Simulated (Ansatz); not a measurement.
Runs of Ansatz 0.2.0 on WS2. The cell holds a slab with vacuum, 3 atoms: a = 3.184 Å, b = 3.184 Å, c = 16.951 Å, α = 90.00°, β = 90.00°, γ = 120.00°. 

```csv
task,level,spin,k mesh,cutoff (eV),smearing,points for each segment of the path,gap on the mesh (eV),V0 of scaled cells (Å³/atom),B0 (GPa),largest force (eV/Å)
phonons,PBEsol,off,8 × 8 × 2,420,fixed,-,2.05,-,-,-
band structure,r2SCAN,off,10 × 10 × 2,500,fermi-dirac 0.05 eV,14,2.09,-,-,(a)
equation of state,LDA,off,10 × 10 × 2,420,fermi-dirac 0.05 eV,-,-,47.87,63,-
band structure,PBEsol,"SOC, no magnetisation",10 × 10 × 2,420,fermi-dirac 0.05 eV,14,-,-,-,(b)
equation of state,r2SCAN,off,10 × 10 × 2,500,fermi-dirac 0.05 eV,-,-,49.51,60,-
band structure,LDA,off,10 × 10 × 2,420,fermi-dirac 0.05 eV,14,1.97,-,-,0.40
```

Alike in all rows: potentials or basis Ansatz PAW; cell as given.

Fill in the values left out.

(a) 0.02; (b) 0.13.

Caveats: the PAW data sets come from PBE, with cores solved anew for the run's functional, which leaves a small shift of forces and pressure (some runs); spin-orbit coupling is left out, which moves the levels of the heavy elements (some runs); the k mesh misses the band edges, so the gap on the mesh is wider than the one along the path (some runs); the cell was scaled at fixed shape and fractional positions, which overstates the stiffness of a crystal with free parameters, most of all of layers and chains (some runs); the PAW data sets were made with another functional, which shifts forces and pressure a little (some runs).

A k mesh can miss the band edges, and rows without SOC leave out spin-orbit coupling on W.
